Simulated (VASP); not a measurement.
# Sm (I4/mmm) in VASP: a series of runs, part 2 of 2

VASP 6.6.1. The steps go on from the part before.

## 3. Single point, PBE, collinear spin, ferromagnetic start

Input file INCAR:

```
SYSTEM = Sm
PREC = Accurate
ENCUT = 460
EDIFF = 0.001
ISMEAR = 1
SIGMA = 0.2
LREAL = .False.
LASPH = .True.
NELM = 100
ALGO = Normal
ISIF = 2
LWAVE = .False.
LCHARG = .False.
ISPIN = 2
MAGMOM = 5
LORBIT = 11
LMAXMIX = 6
GGA = PE
ADDGRID = .False.
```

Input file KPOINTS:

```
regular mesh
0
Gamma
  5 5 5
  0 0 0
```

Input file POSCAR:

```
Sm
1.0
   -1.8424340000      1.8281900000      2.5309280000
    1.8521830000     -1.8921630000      2.5832430000
    1.7732950000      1.8230240000     -2.5763240000
Sm
1
Direct
    0.0008670000     -0.0165060000      0.0081580000
```

Potentials or basis: VASP PAW PBE potentials, release 64 (Sm).

The run is started by

```sh
$ cat potpaw_PBE.64/Sm/POTCAR > POTCAR
$ mpirun -np 1 vasp_std > vasp.out
```

OUTCAR:

```text
SYSTEM = Sm
   PREC = Accurate
   ENCUT = 460
   EDIFF = 0.001
   ISMEAR = 1
   LREAL = .False.
   LASPH = .True.
   NELM = 100
   ISIF = 2
   ISPIN = 2
   LORBIT = 11
   GGA = PE

 Found     63 irreducible k-points:

 Following reciprocal coordinates:
            Coordinates               Weight
  0.000000  0.000000  0.000000      1.000000
  0.200000  0.000000  0.000000      2.000000
  0.400000 -0.000000  0.000000      2.000000
  0.000000  0.200000 -0.000000      2.000000
  0.200000  0.200000 -0.000000      2.000000
  0.400000  0.200000  0.000000      2.000000
[... 305 lines left out ...]
  Total        2.0850744      2.1278772      2.0821478     -0.0282359     -0.0365680      0.0309962
  in kB       98.7438266    100.7708578     98.6052271     -1.3371812     -1.7317663      1.4679003
  external PRESSURE =      99.3733038 kB  Pullay stress =       0.0000000 kB

 VOLUME and BASIS-vectors are now :
 -----------------------------------------------------------------------------
  energy-cutoff  :      460.00
  volume of cell :       33.83
      direct lattice vectors                 reciprocal lattice vectors
    -1.842434000  1.828190000  2.530928000     0.004892204  0.276448139  0.198983867
     1.852183000 -1.892163000  2.583243000     0.275599134  0.007644485  0.195105370
     1.773295000  1.823024000 -2.576324000     0.281145287  0.279242012  0.002957090

 POSITION                                       TOTAL-FORCE (eV/Angst)
 -----------------------------------------------------------------------------------
      1.83448     -1.84447      2.52178         0.000000      0.000000      0.000000
 -----------------------------------------------------------------------------------
    total drift:                               -0.000001     -0.000003      0.000002

  FREE ENERGIE OF THE ION-ELECTRON SYSTEM (eV)
  ---------------------------------------------------
  free  energy   TOTEN  =        -9.2801277017 eV

  energy  without entropy=       -9.2623038138  energy(sigma->0) =       -9.27418641

 total charge

# of ion       s       p       d       f       tot
--------------------------------------------------
    1        2.081   5.606   0.445   5.587  13.720

 magnetization (x)

# of ion       s       p       d       f       tot
--------------------------------------------------
    1       -0.002  -0.059   0.268   5.582   5.789
```

OSZICAR:

```text
N       E                     dE             d eps       ncg     rms          rms(c)
DAV:   1     0.896351682857E+02    0.89635E+02   -0.54158E+03  4459   0.400E+03
DAV:   2     0.342539257573E+01   -0.86210E+02   -0.80037E+02  5058   0.271E+02
DAV:   3    -0.619313162433E+01   -0.96185E+01   -0.93612E+01  5737   0.928E+01
DAV:   4    -0.720623611900E+01   -0.10131E+01   -0.93593E+00  7213   0.218E+01
DAV:   5    -0.726887954246E+01   -0.62643E-01   -0.60905E-01  6130   0.612E+00    0.297E+01
DAV:   6    -0.121968264842E+02   -0.49279E+01   -0.70653E+00  4840   0.789E+01    0.280E+01
DAV:   7    -0.950978020142E+01    0.26870E+01   -0.10115E+01  4846   0.527E+01    0.220E+01
DAV:   8    -0.931109691196E+01    0.19868E+00   -0.55003E-01  7095   0.778E+00    0.116E+01
DAV:   9    -0.931304999953E+01   -0.19531E-02   -0.94109E-02  6481   0.530E+00    0.727E+00
DAV:  10    -0.927843644534E+01    0.34614E-01   -0.78555E-02  6957   0.544E+00    0.399E+00
DAV:  11    -0.927958421599E+01   -0.11478E-02   -0.54140E-03  6012   0.452E-01    0.410E+00
DAV:  12    -0.928012770167E+01   -0.54349E-03   -0.12828E-04  2504   0.186E-01
   1 F= -.92801277E+01 E0= -.92741864E+01  d E =-.178239E-01  mag=     6.4287
```

stdout:

```text
POSCAR found type information on POSCAR Sm
 POSCAR found :  1 types and       1 ions
 scaLAPACK will be used
 LDA part: xc-table for (Slater+PW92), standard interpolation
 POSCAR, INCAR and KPOINTS ok, starting setup
 FFT: planning ... GRIDC
 FFT: planning ... GRID_SOFT
 FFT: planning ... GRID
 WAVECAR not read
 entering main loop
```

It took 40 s on 1 thread of Intel Xeon Platinum 8488C (Sapphire Rapids), shared host; peak memory 0.21 GiB.

These settings aren't checked as converged: the numbers below hold their error.

What came out:

```
Free energy                                           : -9.2801 eV
Pressure                                              : 9.9 GPa
Band gap on the k mesh                                : none (metal or under the smearing width)
Net moment                                            : 6.43 μB per cell
Site moments                                          : Sm +5.79 μB
Valence electrons inside the program's atomic spheres : Sm 13.72
```

Caveat: the k mesh is coarse (spacing up to 0.50 Å⁻¹), so the values aren't converged; the magnetic or orbital state may not be the lowest; spin-orbit coupling is left out, which moves the levels of the heavy elements.

## 4. Single point, PBE, collinear spin, ferromagnetic start

INCAR, as its differences from that of step 3:

```diff
@@ -3,3 +3,3 @@
 ENCUT = 460
-EDIFF = 0.001
+EDIFF = 1E-4
 ISMEAR = 1
```

KPOINTS is that of step 3.

Input file POSCAR:

```
Sm
1.0
   -1.8173030691      1.8173030691      2.5609871902
    1.8173030691     -1.8173030691      2.5609871902
    1.8173030691      1.8173030691     -2.5609871902
Sm
1
Direct
    0.0000000000      0.0000000000      0.0000000000
```

The run is started by

```sh
$ cat potpaw_PBE.64/Sm/POTCAR > POTCAR
$ mpirun -np 1 vasp_std > vasp.out
```

It took 26 s on 1 thread of Intel Xeon Platinum 8488C (Sapphire Rapids), shared host; peak memory 0.18 GiB.

These settings aren't checked as converged: the numbers below hold their error.

What came out:

```yaml
Free_energy: -9.2896 eV
Pressure: 3.8 GPa
Band_gap_on_the_k_mesh: none (metal or under the smearing width)
Net_moment: 6.76 μB per cell
Site_moments: Sm +5.79 μB
Valence_electrons_inside_the_program's_atomic_spheres: Sm 13.68
```

Caveat: the k mesh is coarse (spacing up to 0.49 Å⁻¹), so the values aren't converged; the magnetic or orbital state may not be the lowest; spin-orbit coupling is left out, which moves the levels of the heavy elements.

## 5. Single point, PBE, collinear spin, ferromagnetic start

INCAR is that of step 4.

KPOINTS is that of step 4.

Input file POSCAR:

```
Sm
1.0
   -1.8424340000      1.8281900000      2.5309280000
    1.8521830000     -1.8921630000      2.5832430000
    1.7732950000      1.8230240000     -2.5763240000
Sm
1
Direct
    0.0008670000     -0.0165060000      0.0081580000
```

The run is started by

```sh
$ cat potpaw_PBE.64/Sm/POTCAR > POTCAR
$ mpirun -np 1 vasp_std > vasp.out
```

Wall time 42 s (1 thread of Intel Xeon Platinum 8488C (Sapphire Rapids), shared host); peak memory 0.21 GiB.

The run converged, but some of its settings lie outside the range that counts as converged, so its numbers aren't taken as properties of the crystal.

Results:

```yaml
Free_energy: -9.2800 eV
Pressure: 9.8 GPa
Band_gap_on_the_k_mesh: none (metal or under the smearing width)
Net_moment: 6.43 μB per cell
Site_moments: Sm +5.79 μB
Valence_electrons_inside_the_program's_atomic_spheres: Sm 13.72
```

Caveat: the k mesh is coarse (spacing up to 0.50 Å⁻¹), so the values aren't converged; the magnetic or orbital state may not be the lowest; spin-orbit coupling is left out, which moves the levels of the heavy elements.

## 6. Single point, PBE, collinear spin, ferromagnetic start

INCAR, as its differences from that of step 5:

```diff
@@ -3,3 +3,3 @@
 ENCUT = 460
-EDIFF = 1E-4
+EDIFF = 1E-5
 ISMEAR = 1
```

KPOINTS is that of step 5.

Input file POSCAR:

```
Sm
1.0
   -1.8173030691      1.8173030691      2.5609871902
    1.8173030691     -1.8173030691      2.5609871902
    1.8173030691      1.8173030691     -2.5609871902
Sm
1
Direct
    0.0000000000      0.0000000000      0.0000000000
```

Potentials or basis: VASP PAW PBE potentials, release 64 (Sm).

The run is started by

```sh
$ cat potpaw_PBE.64/Sm/POTCAR > POTCAR
$ mpirun -np 1 vasp_std > vasp.out
```

Wall time 27 s (1 thread of Intel Xeon Platinum 8488C (Sapphire Rapids), shared host); peak memory 0.18 GiB.

The run converged, but some of its settings lie outside the range that counts as converged, so its numbers aren't taken as properties of the crystal.

What came out:

```yaml
Free_energy: -9.2896 eV
Pressure: 2.9 GPa
Band_gap_on_the_k_mesh: none (metal or under the smearing width)
Net_moment: 6.78 μB per cell
Site_moments: Sm +5.79 μB
Valence_electrons_inside_the_program's_atomic_spheres: Sm 13.68
```

Caveat: the k mesh is coarse (spacing up to 0.49 Å⁻¹), so the values aren't converged; the magnetic or orbital state may not be the lowest; spin-orbit coupling is left out, which moves the levels of the heavy elements.
